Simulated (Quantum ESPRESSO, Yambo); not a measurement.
**TePb (Fm-3m): G0W0 in Yambo against the screening cutoff**

Wanted: the cheapest screening cutoff that holds the gap of TePb (Fm-3m).

Method: PBE and many-body steps on it, plane waves, in Yambo 5.3.0.

**1. The structure**

The structure is cubic, space group Fm-3m (No. 225). Conventional cell: a = 6.462 Å, b = 6.462 Å, c = 6.462 Å, α = 90.00°, β = 90.00°, γ = 90.00°. Nearest to Te lie 6 Pb at 3.23 Å. Pb has 6 Te at 3.23 Å nearest. Farther neighbours and most contacts between anions are not listed.

As a file:

```
Te Pb
1.0
     0.00000    3.23100    3.23100
     3.23100    0.00000    3.23100
     3.23100    3.23100    0.00000
Te Pb
1 1
Direct
  0.50000 0.50000 0.50000
  0.00000 0.00000 0.00000
```

The cell and positions come from the Crystallography Open Database and are kept as given unless a step says otherwise. Spin-orbit coupling is left out unless a step names it.

**2. 2.25 Ha**

This step: Yambo 5.3.0; G0W0 on PBE, plane waves, norm-conserving pseudopotentials.

G0W0 replaces the xc potential by the self-energy, built once from these orbitals. Only a window of levels is corrected, while the sums run over the empty bands that the input names.

gw7.in reads:

```
HF_and_locXC
gw0
dyson
ppa
em1d
rim_cut
RandQpts= 1000000
RandGvec= 1 RL
EXXRLvcs= 88 Ry
VXCRLvcs= 352 Ry
Chimod= "HARTREE"
% BndsRnXp
 1 | 94 |
%
NGsBlkXp= 4.5 Ry
% LongDrXp
 1 | 1 | 1 |
%
% GbndRnge
 1 | 94 |
%
DysSolver= "n"
ExtendOut
PPAPntXp= 27.21138 eV
% QPkrange
 3 | 3 | 22 | 25 |
 1 | 1 | 22 | 25 |
%
```

Command:

```
$ OMP_NUM_THREADS=1 mpirun -n 4 yambo -F gw7.in -J gw7 -C gw7 > gw7.log
```

Output:

```text
 Yambo, version 5.3.0

 [02] CORE Variables Setup
 =========================

  [... cell, symmetries and grids as in the set-up ...]

  [02.05] Energies & Occupations
  ==============================

  [X] === General ===
  [X] Electronic Temperature                        :  0.000000  0.000000 [eV K]
  [X] Bosonic    Temperature                        :  0.000000  0.000000 [eV K]
  [X] Finite Temperature mode                       : no
  [X] El. density                                   :  0.68189E+24 [cm-3]
  [X] Fermi Level                                   :  10.58492 [eV]

  [X] === Gaps and Widths ===
  [X] Conduction Band Min                           :  0.737770 [eV]
  [X] Valence Band Max                              :  0.000000 [eV]
  [X] Filled Bands                                  :  23
  [X] Empty Bands                                   :   24  304
  [X] Direct Gap                                    :  0.737770 [eV]
  [X] Direct Gap localized at k                     :  3
  [X] Indirect Gap                                  :  0.737770 [eV]
  [X] Indirect Gap between kpts                     :  3  3
  [X] Last valence band width                       :  2.797112 [eV]
  [X] 1st conduction band width                     :  3.341498 [eV]

 [03] Transferred momenta grid and indexing
 ==========================================

 IBZ Q-points                                      :   8
 BZ  Q-points                                      :   64

 K/Q-points units:
 rlu = crystal or reduced units; cc = cartesian coordinates; iku = interal k-units

 Q [1]          [rlu]:  0.000000  0.000000  0.000000
 Q [2]          [rlu]:  0.12654E-17  0.12654E-17  0.25000
 Q [3]          [rlu]: -0.25308E-17 -0.25308E-17 -0.50000
 Q [4]          [rlu]:  0.72382E-17  0.25000      0.25000
 Q [5]          [rlu]:  0.11223E-16  0.25000      0.50000
 Q [6]          [rlu]: -0.25308E-17  0.25000     -0.25000
 Q [7]          [rlu]: -0.14476E-16 -0.50000     -0.50000
 Q [8]          [rlu]:  0.250000 -0.500000 -0.250000

 [04] Coloumb potential Random Integration (RIM)
 ===============================================

  [04.01] RIM initialization
  ==========================

  * Diagonal components only detected *

  8 x (sBL volume)        :  0.068110 [a.u.]
  sBZ random points       :  1000000
  Points outside the sBZ  :   7968281
  RL volume               :  0.544882 [a.u.]
  Integrated volume       :  0.547051 [a.u.]

  [04.02] RIM integrals
  =====================

  Gamma point sphere radius             :  0.074078 [a.u.]
  Points outside the sphere             :   800476
  [Int_sBZ(q=0) 1/q^2]*(Vol_sBZ)^(-1/3) =:  7.776341
                                 should be <:  7.795600

  Summary of Coulomb integrals for non-metallic bands |Q|[au] RIM/Bare

  Q [1] 0.100000E-4 0.997530 * Q [2] 0.222800 1.068455
  Q [4] 0.257267 1.068048 * Q [6] 0.363830 1.030576
  Q [5] 0.426629 1.023062 * Q [3] 0.445599 1.020719
  Q [7] 0.514534 1.016898 * Q [8] 0.575266 1.013869

 [WARNING] [Xp] User bands 1-94 break level degeneracy

 [05] Dipoles
 ============

  [05.01] Setup: observables and procedures
  =========================================

  [WARNING] [x,Vnl] slows the Dipoles computation. To neglect it rename the ns.kb_pp file

 [06] Dynamic Dielectric Matrix (PPA)
 ====================================

 [WR./gw7//ndb.pp]---------------------------------------------------------------
  Brillouin Zone Q/K grids (IBZ/BZ)                :    8   64    8   64
  RL vectors                                       :   7631 [WF]
  Coulomb cutoff potential                         : none
  Electronic Temperature                           :  0.000000 [K]
  Bosonic    Temperature                           :  0.000000 [K]
  PPA    diel. fun.  energies                      : Perdew, Burke & Ernzerhof(X)+Perdew, Burke & Ernzerhof(C)
  wavefunctions                                    : Perdew, Burke & Ernzerhof(X)+Perdew, Burke & Ernzerhof(C)
  Global Gauge                                     : length
  X matrix size                                    :   65
  X band range                                     :    1   94
  X e/h energy range                               : -1.000000 -1.000000 [eV]
  X Time ordering                                  : R
  X Hxc Kernel                                     : HARTREE
  X Drude frequency                                :  0.000000  0.000000
  X poles                                          :  100.0000 [o/o]
  RL vectors in the sum                            :   7631
  [r,Vnl] included                                 : yes
  Field direction                                  :  0.577350E-5  0.577350E-5  0.577350E-5
  BZ energy Double Grid                            : no
  BZ energy DbGd points                            : 0
  BZ Q point size factor                           : -1.000000
  X Optical Averaged directions                    : none

 [07] Local Exchange-Correlation + Non-Local Fock
 ================================================

 [VXC] Plane waves :   50701
 [EXS] Plane waves :   6423

 QP @ state[ 1 ] K range:  1  1
 QP @ state[ 1 ] b range:  22  25
 QP @ state[ 2 ] K range:  3  3
 QP @ state[ 2 ] b range:  22  25

 [xc] Functional : Perdew, Burke & Ernzerhof(X)+Perdew, Burke & Ernzerhof(C)
 [xc] LIBXC used to calculate xc functional
  PP Number of Atomic Species                      :  2
  NLCC RL compoments                               :   50701
  PP Number of Atomic Species                      :  2
  NLCC RL compoments                               :   50701

 [xc] E_xc :  -36.33993 [Ha]
      E_xc :  -72.67985 [Ry]

  Local XC kind (lXC) : Perdew, Burke & Ernzerhof(X)+Perdew, Burke & Ernzerhof(C)
  Non-Local XC kind (nlXC) : Hartree-Fock

  Corrections @ K [1] :  [eV]
 <22|nlXC|22> = -14.28360  0.30823E-17 <22|lXC|22> = -12.32322  0.94384E-16
 <23|nlXC|23> = -14.28364 -0.19004E-16 <23|lXC|23> = -12.32322 -0.17776E-20
 <24|nlXC|24> = -7.103631 -0.19697E-17 <24|lXC|24> = -11.61031  0.94397E-16
 <25|nlXC|25> = -7.103486 -0.11723E-17 <25|lXC|25> = -11.61031 -0.94464E-16

  Corrections @ K [3] :  [eV]
 <22|nlXC|22> = -14.45697 -0.20204E-17 <22|lXC|22> = -12.69163  0.94413E-16
 <23|nlXC|23> = -13.78948 -0.40595E-17 <23|lXC|23> = -13.00956 -0.11786E-16
 <24|nlXC|24> = -7.211472 -0.18487E-17 <24|lXC|24> = -10.33769 -0.47187E-16
 <25|nlXC|25> = -7.562407  0.10682E-18 <25|lXC|25> = -10.66489 -0.94409E-16

 [08] Dyson equation: Newton solver
 ==================================

  [08.01] G0W0 (W PPA)
  ====================

  [  GW  ] Bands range     :    1   94
  [GW/PPA] G damping       :  0.100000 [eV]

  QP @ state[ 1 ] K range:  1  1
  QP @ state[ 1 ] b range:  22  25
  QP @ state[ 2 ] K range:  3  3
  QP @ state[ 2 ] b range:  22  25

   Sc/G bands                                       :    1   94
   Sc/G damping                                     :  0.100000 ev
   Sc bands terminator                              : no
   Sx RL components                                 :   6423

   QP @ state[ 1 ] K range                          :  1  1
   QP @ state[ 1 ] b range                          :  22  25
   QP @ state[ 2 ] K range                          :  3  3
   QP @ state[ 2 ] b range                          :  22  25
   GF energies kind                                 : Perdew, Burke & Ernzerhof(X)+Perdew, Burke & Ernzerhof(C)
   GF WF`s kind                                     : Perdew, Burke & Ernzerhof(X)+Perdew, Burke & Ernzerhof(C)
   Xs energies kind                                 : Perdew, Burke & Ernzerhof(X)+Perdew, Burke & Ernzerhof(C)
   Xs WF`s kind                                     : Perdew, Burke & Ernzerhof(X)+Perdew, Burke & Ernzerhof(C)

 [11] Game Over & Game summary
```

It took 95 s on 4 MPI ranks of Arm Neoverse V1, shared host; peak memory 2.3 GiB.

Numbers from this step:

- G0W0 gap on the points computed: 0.7632 eV
- starting gap on the mesh: 0.7378 eV
- k of the valence top: 0, 0, -0.5
- k of the conduction bottom: 0, 0, -0.5
- least direct G0W0 gap on the computed points: 0.7632 eV
- Z at the valence top: 0.8013
- Z at the conduction bottom: 0.8085

The gap on the mesh goes from 0.74 eV to 0.76 eV, a correction of +0.03 eV.

**3. 3.5 Ha**

gw8.in, as its differences from gw7.in of step 2:

```diff
@@ -14,3 +14,3 @@
 %
-NGsBlkXp= 4.5 Ry
+NGsBlkXp= 7 Ry
 % LongDrXp
```

Command:

```
$ OMP_NUM_THREADS=1 mpirun -n 4 yambo -F gw8.in -J gw8 -C gw8 > gw8.log
```

Output:

```text
 Yambo, version 5.3.0

 [02] CORE Variables Setup
 =========================

  [... cell, symmetries and grids as in the set-up ...]

  [02.05] Energies & Occupations
  ==============================

  [X] === General ===
  [X] Electronic Temperature                        :  0.000000  0.000000 [eV K]
  [X] Bosonic    Temperature                        :  0.000000  0.000000 [eV K]
  [X] Finite Temperature mode                       : no
  [X] El. density                                   :  0.68189E+24 [cm-3]
  [X] Fermi Level                                   :  10.58492 [eV]

  [X] === Gaps and Widths ===
  [X] Conduction Band Min                           :  0.737770 [eV]
  [X] Valence Band Max                              :  0.000000 [eV]
  [X] Filled Bands                                  :  23
  [X] Empty Bands                                   :   24  304
  [X] Direct Gap                                    :  0.737770 [eV]
  [X] Direct Gap localized at k                     :  3
  [X] Indirect Gap                                  :  0.737770 [eV]
  [X] Indirect Gap between kpts                     :  3  3
  [X] Last valence band width                       :  2.797112 [eV]
  [X] 1st conduction band width                     :  3.341498 [eV]

 [03] Transferred momenta grid and indexing
 ==========================================

 IBZ Q-points                                      :   8
 BZ  Q-points                                      :   64

 K/Q-points units:
 rlu = crystal or reduced units; cc = cartesian coordinates; iku = interal k-units

 Q [1]          [rlu]:  0.000000  0.000000  0.000000
 Q [2]          [rlu]:  0.12654E-17  0.12654E-17  0.25000
 Q [3]          [rlu]: -0.25308E-17 -0.25308E-17 -0.50000
[...]
NLCC RL compoments                               :   50701
  PP Number of Atomic Species                      :  2
  NLCC RL compoments                               :   50701

 [xc] E_xc :  -36.33993 [Ha]
      E_xc :  -72.67985 [Ry]

  Local XC kind (lXC) : Perdew, Burke & Ernzerhof(X)+Perdew, Burke & Ernzerhof(C)
  Non-Local XC kind (nlXC) : Hartree-Fock

  Corrections @ K [1] :  [eV]
 <22|nlXC|22> = -14.28360  0.30823E-17 <22|lXC|22> = -12.32322  0.94384E-16
 <23|nlXC|23> = -14.28364 -0.19004E-16 <23|lXC|23> = -12.32322 -0.17776E-20
 <24|nlXC|24> = -7.103631 -0.19697E-17 <24|lXC|24> = -11.61031  0.94397E-16
[...]
Corrections @ K [3] :  [eV]
[...]
<24|nlXC|24> = -7.211472 -0.18487E-17 <24|lXC|24> = -10.33769 -0.47187E-16
 <25|nlXC|25> = -7.562407  0.10682E-18 <25|lXC|25> = -10.66489 -0.94409E-16

 [08] Dyson equation: Newton solver
 ==================================

  [08.01] G0W0 (W PPA)
  ====================

  [  GW  ] Bands range     :    1   94
  [GW/PPA] G damping       :  0.100000 [eV]

  QP @ state[ 1 ] K range:  1  1
  QP @ state[ 1 ] b range:  22  25
  QP @ state[ 2 ] K range:  3  3
  QP @ state[ 2 ] b range:  22  25

   Sc/G bands                                       :    1   94
   Sc/G damping                                     :  0.100000 ev
   Sc bands terminator                              : no
   Sx RL components                                 :   6423

   QP @ state[ 1 ] K range                          :  1  1
   QP @ state[ 1 ] b range                          :  22  25
   QP @ state[ 2 ] K range                          :  3  3
   QP @ state[ 2 ] b range                          :  22  25
   GF energies kind                                 : Perdew, Burke & Ernzerhof(X)+Perdew, Burke & Ernzerhof(C)
   GF WF`s kind                                     : Perdew, Burke & Ernzerhof(X)+Perdew, Burke & Ernzerhof(C)
   Xs energies kind                                 : Perdew, Burke & Ernzerhof(X)+Perdew, Burke & Ernzerhof(C)
   Xs WF`s kind                                     : Perdew, Burke & Ernzerhof(X)+Perdew, Burke & Ernzerhof(C)

 [11] Game Over & Game summary
```

Elapsed: 1.9 min, on 4 MPI ranks; peak memory 2.3 GiB.

This step gave:

```
G0W0 gap on the points computed              : 0.8297 eV
starting gap on the mesh                     : 0.7378 eV
k of the valence top                         : 0, 0, -0.5
k of the conduction bottom                   : 0, 0, -0.5
least direct G0W0 gap on the computed points : 0.8297 eV
Z at the valence top                         : 0.7990
Z at the conduction bottom                   : 0.8076
```

Against the run before, the gap moves by +0.066 eV.

**4. 7.25 Ha**

gw9.in, as its differences from gw8.in of step 3:

```diff
@@ -14,3 +14,3 @@
 %
-NGsBlkXp= 7 Ry
+NGsBlkXp= 14.5 Ry
 % LongDrXp
```

Command:

```
$ OMP_NUM_THREADS=1 mpirun -n 4 yambo -F gw9.in -J gw9 -C gw9 > gw9.log
```

Output:

```text
 Yambo, version 5.3.0

 [02] CORE Variables Setup
 =========================

  [... cell, symmetries and grids as in the set-up ...]

  [02.05] Energies & Occupations
  ==============================

  [X] === General ===
  [X] Electronic Temperature                        :  0.000000  0.000000 [eV K]
  [X] Bosonic    Temperature                        :  0.000000  0.000000 [eV K]
  [X] Finite Temperature mode                       : no
  [X] El. density                                   :  0.68189E+24 [cm-3]
[...]
QP @ state[ 1 ] b range                          :  22  25
   QP @ state[ 2 ] K range                          :  3  3
   QP @ state[ 2 ] b range                          :  22  25
   GF energies kind                                 : Perdew, Burke & Ernzerhof(X)+Perdew, Burke & Ernzerhof(C)
   GF WF`s kind                                     : Perdew, Burke & Ernzerhof(X)+Perdew, Burke & Ernzerhof(C)
   Xs energies kind                                 : Perdew, Burke & Ernzerhof(X)+Perdew, Burke & Ernzerhof(C)
   Xs WF`s kind                                     : Perdew, Burke & Ernzerhof(X)+Perdew, Burke & Ernzerhof(C)

 [11] Game Over & Game summary
```

Elapsed: 4.1 min, on 4 MPI ranks; peak memory 2.3 GiB.

Numbers from this step:

```yaml
g0w0_gap_on_the_points_computed: 0.8416 eV
starting_gap_on_the_mesh: 0.7378 eV
k_of_the_valence_top: 0, 0, -0.5
k_of_the_conduction_bottom: 0, 0, -0.5
least_direct_g0w0_gap_on_the_computed_points: 0.8416 eV
```

Against the run before, the gap moves by +0.012 eV.

**5. 9 Ha**

gw10.in, as its differences from gw9.in of step 4:

```diff
@@ -14,3 +14,3 @@
 %
-NGsBlkXp= 14.5 Ry
+NGsBlkXp= 18 Ry
 % LongDrXp
```

Command:

```
$ OMP_NUM_THREADS=1 mpirun -n 4 yambo -F gw10.in -J gw10 -C gw10 > gw10.log
```

Output:

```text
 Yambo, version 5.3.0

 [02] CORE Variables Setup
 =========================

  [... cell, symmetries and grids as in the set-up ...]

  [02.05] Energies & Occupations
  ==============================

  [X] === General ===
  [X] Electronic Temperature                        :  0.000000  0.000000 [eV K]
  [X] Bosonic    Temperature                        :  0.000000  0.000000 [eV K]
  [X] Finite Temperature mode                       : no
  [X] El. density                                   :  0.68189E+24 [cm-3]
[...]
QP @ state[ 1 ] b range                          :  22  25
   QP @ state[ 2 ] K range                          :  3  3
   QP @ state[ 2 ] b range                          :  22  25
   GF energies kind                                 : Perdew, Burke & Ernzerhof(X)+Perdew, Burke & Ernzerhof(C)
   GF WF`s kind                                     : Perdew, Burke & Ernzerhof(X)+Perdew, Burke & Ernzerhof(C)
   Xs energies kind                                 : Perdew, Burke & Ernzerhof(X)+Perdew, Burke & Ernzerhof(C)
   Xs WF`s kind                                     : Perdew, Burke & Ernzerhof(X)+Perdew, Burke & Ernzerhof(C)

 [11] Game Over & Game summary
```

Run time: 6.4 min. Hardware: 4 MPI ranks; peak memory 2.3 GiB.

This step gave:

- G0W0 gap on the points computed: 0.8413 eV
- starting gap on the mesh: 0.7378 eV
- k of the valence top: 0, 0, -0.5
- k of the conduction bottom: 0, 0, -0.5
- least direct G0W0 gap on the computed points: 0.8413 eV

Against the run before, the gap moves by −0.0003 eV.

**6. 11.25 Ha**

gw11.in, as its differences from gw10.in of step 5:

```diff
@@ -14,3 +14,3 @@
 %
-NGsBlkXp= 18 Ry
+NGsBlkXp= 22.5 Ry
 % LongDrXp
```

Command:

```
$ OMP_NUM_THREADS=1 mpirun -n 4 yambo -F gw11.in -J gw11 -C gw11 > gw11.log
```

Output:

```text
 Yambo, version 5.3.0

 [02] CORE Variables Setup
 =========================

  [... cell, symmetries and grids as in the set-up ...]

  [02.05] Energies & Occupations
  ==============================

  [X] === General ===
  [X] Electronic Temperature                        :  0.000000  0.000000 [eV K]
  [X] Bosonic    Temperature                        :  0.000000  0.000000 [eV K]
  [X] Finite Temperature mode                       : no
  [X] El. density                                   :  0.68189E+24 [cm-3]
[...]
QP @ state[ 1 ] b range                          :  22  25
   QP @ state[ 2 ] K range                          :  3  3
   QP @ state[ 2 ] b range                          :  22  25
   GF energies kind                                 : Perdew, Burke & Ernzerhof(X)+Perdew, Burke & Ernzerhof(C)
   GF WF`s kind                                     : Perdew, Burke & Ernzerhof(X)+Perdew, Burke & Ernzerhof(C)
   Xs energies kind                                 : Perdew, Burke & Ernzerhof(X)+Perdew, Burke & Ernzerhof(C)
   Xs WF`s kind                                     : Perdew, Burke & Ernzerhof(X)+Perdew, Burke & Ernzerhof(C)

 [11] Game Over & Game summary
```

It took 12 min on 4 MPI ranks; peak memory 2.2 GiB.

Numbers from this step:

```yaml
g0w0_gap_on_the_points_computed: 0.8415 eV
starting_gap_on_the_mesh: 0.7378 eV
k_of_the_valence_top: 0, 0, -0.5
k_of_the_conduction_bottom: 0, 0, -0.5
least_direct_g0w0_gap_on_the_computed_points: 0.8415 eV
```

Against the run before, the gap moves by +0.0001 eV.

**7. Side by side**

Times are wall times on 4 MPI ranks of Arm Neoverse V1, shared host, good to a factor of about two.

| run | mesh | bands | screening cutoff (eV) | DFT gap (eV) | gap on the mesh (eV) | direct (eV) | time |
| --- | --- | --- | --- | --- | --- | --- | --- |
| 2.25 Ha | 4×4×4 | 94 | 61.2 | 0.738 | 0.763 | 0.763 | 95 s |
| 3.5 Ha | 4×4×4 | 94 | 95.2 | 0.738 | 0.830 | 0.830 | 1.9 min |
| 7.25 Ha | 4×4×4 | 94 | 197.3 | 0.738 | 0.842 | 0.842 | 4.1 min |
| 9 Ha | 4×4×4 | 94 | 244.9 | 0.738 | 0.841 | 0.841 | 6.4 min |
| 11.25 Ha | 4×4×4 | 94 | 306.1 | 0.738 | 0.841 | 0.841 | 12 min |

**8. What came out**

| Property | Result |
| --- | --- |
| 2.25 Ha | 0.763 eV |
| 3.5 Ha | 0.830 eV |
| 7.25 Ha | 0.842 eV |
| 9 Ha | 0.841 eV |
| 11.25 Ha | 0.841 eV |
| known limits | not at the basis limit; model gap, bands may invert with spin-orbit coupling; no spin-orbit coupling; coarse k mesh |

What this shows: The setting moved: screening cutoff. From 2.25 Ha to 11.25 Ha the gap moves by +0.08 eV, for 7.4 times the time. It holds to 0.03 eV from 3.5 Ha on. Bands and screening cutoff are coupled, so a series along one setting does not show full convergence. Bands and cutoff are finite, so the gap is not at the basis limit. The miss can reach some tenths of an eV and take either sign; the mesh is an error of its own. In the G0W0 runs levels were corrected at 2 k points alone, so a gap called «on the mesh» is the least over those, and an edge elsewhere would be missed. The 4×4×4 mesh is coarse for this cell, which bears on the long-range parts of exchange and screening. Where an edge is built on 6p states of lead, bismuth or thallium, scalar-relativistic gaps usually stand too wide, by a few tenths to over one eV. With atoms this heavy and so narrow a gap, spin-orbit coupling can invert the bands. These scalar-relativistic gaps are then model values, not to be set against experiment, and a spin-orbit change taken from DFT can't simply be added.

[Paths, hosts, dates, memory and timing lines, banners, echoed tables and standing remarks are left out of the program output.]

[Logs are printed without paths, hosts, clocks, repeated set-up lines and the standing remarks that a program may print on its own settings, such as how far it seeks lower states.]

[Runs of the session that timed out or met a known fault of the program may be left out.]

[Hosts, paths, dates, database ids (printed as entryN), source tags and the programs' standing remarks are cut or masked in the printed files.]
